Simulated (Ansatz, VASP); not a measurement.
## One calculation of ZnSe (Stilleite), two programs

```
CELL_PARAMETERS angstrom
0.00000 2.85257 2.85257
2.85257 0.00000 2.85257
2.85257 2.85257 0.00000
ATOMIC_POSITIONS crystal
Se 0.75000 0.75000 0.75000
Zn 0.00000 0.00000 0.00000
```

Alike in both runs: task single point; functional revPBE; k mesh 8 × 8 × 8; occupations fermi-dirac, width 0.05 eV; no spin polarisation.

|  | VASP | Ansatz |
| --- | --- | --- |
| version | VASP 6.6.1 | Ansatz 0.2.0 |
| potentials or method | VASP PAW PBE potentials, release 64 (Se, Zn) | Ansatz PAW |
| plane-wave cutoff (eV) | 520 | 420 |
| valence electrons in the cell | 18 | 28 |

Ansatz gave:

```
gap on the k mesh at the Fermi level (eV) : 1.33
least direct gap on the mesh (eV)         : 1.33
pressure (GPa)                            : 2.4
```

Problem. What did VASP give for the same quantities?

Solution. gap on the k mesh at the Fermi level (eV): 1.33; least direct gap on the mesh (eV): 1.33; pressure (GPa): 2.7.

The two sets of potentials don't hold the same shells in valence.

Caveats: the PAW data sets were made with another functional, which shifts forces and pressure a little (VASP); the PAW data sets come from PBE, with cores solved anew for the run's functional, which leaves a small shift of forces and pressure (Ansatz).
